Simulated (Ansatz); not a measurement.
**Ge (Cmmm), clamped-ion strain scan**

The calculation used DFT PBEsol, scalar-relativistic, plane waves, PAW in Ansatz. Settings: plane waves to 420 eV, k-mesh 20×20×18 (Γ-centred), Gaussian smearing 0.15 eV. No spin polarisation. Energies are free energies at this smearing, counted from the undisturbed cell; pressure is positive in compression.

The starting cell (as given, not relaxed at this level; it stands at -4.1 GPa; this form isn't the usual structure):

```
Ge
1.0
     1.39715   -2.60052    0.00000
     1.39715    2.60052    0.00000
     0.00000    0.00000    2.69823
Ge
1
Direct
  0.50000 0.50000 0.00000
```

The cell is strained by ε times the Voigt pattern (0, 0, 0, 1, 0, 0) (xx, yy, zz, yz, xz, xy; engineering shear) with fractional coordinates fixed. The cell is metallic on the mesh throughout.

```
      ε  ΔE (meV/atom) stress summed along the pattern (GPa, tension positive) pressure (GPa)
-0.1000           18.1                                                        ?               ?
-0.0500            4.4                                                    -1.63            -4.0
 0.0000            0.0                                                     0.00            -4.1
 0.0125            0.2                                                     0.36            -4.1
 0.0250            1.0                                                     0.74            -4.1
 0.0375            2.4                                                     1.17            -4.1
 0.0625            7.0                                                     2.06            -4.0
 0.0750              ?                                                        ?            -4.0
 0.0875           14.0                                                     2.76            -3.9
```

By symmetry 0.1000 repeats -0.1000, -0.0750 repeats 0.0750, 0.0500 repeats -0.0500, -0.0250 repeats 0.0250 in energy, with the opposite slope along the path.

Give the withheld values.

stress summed along the pattern (GPa, tension positive) at ε = -0.1000: -3.05; pressure (GPa) at ε = -0.1000: -3.8; ΔE (meV/atom) at ε = 0.0750: 10.2; stress summed along the pattern (GPa, tension positive) at ε = 0.0750: 2.44.